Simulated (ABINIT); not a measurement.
CsSnI3:

```
Cs I Sn
1.0
     6.20570    0.00000    0.00000
     0.00000    6.20570    0.00000
     0.00000    0.00000    6.20570
Cs I Sn
1 3 1
Direct
  0.00000 0.00000 0.00000
  0.50000 0.50000 0.00000
  0.50000 0.00000 0.50000
  0.00000 0.50000 0.50000
  0.50000 0.50000 0.50000
```

Base run:

```yaml
Program: ABINIT 10.8.3 (patched build)
Functional: PBE
Potentials_or_basis: PseudoDojo NC SR PBE v0.4.1 standard
Cutoff: 952 eV
k_mesh: 4 × 4 × 4
Occupations: fermi-dirac, width 0.05 eV
Spin: no spin polarisation
```

Its results: band gap on the k mesh 0.30 eV, direct; pressure 0.8 GPa.

Question: The run is repeated on the same cell with these changes: functional from PBE to PBEsol; potentials or basis from PseudoDojo NC SR PBE v0.4.1 standard to PseudoDojo NC SR PBEsol v0.4.1 standard; cutoff from 952 eV to 871 eV. What comes out?

Answer: Band gap on the k mesh 0.25 eV, direct; pressure -0.6 GPa.

Caveats: spin-orbit coupling is left out, which moves the levels of the heavy elements; the cell was measured hot, at 500 K.

A k mesh can miss the band edges.
